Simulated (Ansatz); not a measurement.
The system is WS2.

```
W S
1.0
     1.57900    0.91164    6.16333
    -1.57900    0.91164    6.16333
     0.00000   -1.82327    6.16333
W S
1 2
Direct
  0.00000 0.00000 0.00000
  0.58100 0.58100 0.58100
  0.75030 0.75030 0.75030
```

Measurements of this composition are mostly on another form, of space group No. 194.

Base run:

| Property | Result |
| --- | --- |
| Program | Ansatz 0.2.0 |
| Functional | PBEsol |
| Potentials or basis | all-electron LAPW, scalar-relativistic |
| Cutoff | 265 eV (chosen from the basis error) |
| Basis error allowed | 0.002 eV/atom |
| k mesh | 10 × 10 × 10 |
| Occupations | fermi-dirac, width 0.05 eV |
| Spin | no spin polarisation |

Its results: band gap on the k mesh 1.02 eV, indirect (least direct gap 2.23 eV); pressure -0.6 GPa; largest force 0.599 eV/Å.

Question: The run is repeated on the same cell with these changes: functional from PBEsol to LDA. What comes out?

Answer: Band gap on the k mesh 0.99 eV, indirect (least direct gap 2.22 eV); pressure -3.6 GPa; largest force 0.585 eV/Å.

LDA binds more tightly than PBEsol, so the same cell stands under less pressure.

Caveats: spin-orbit coupling is left out, which moves the levels of the heavy elements.

A k mesh can miss the band edges.
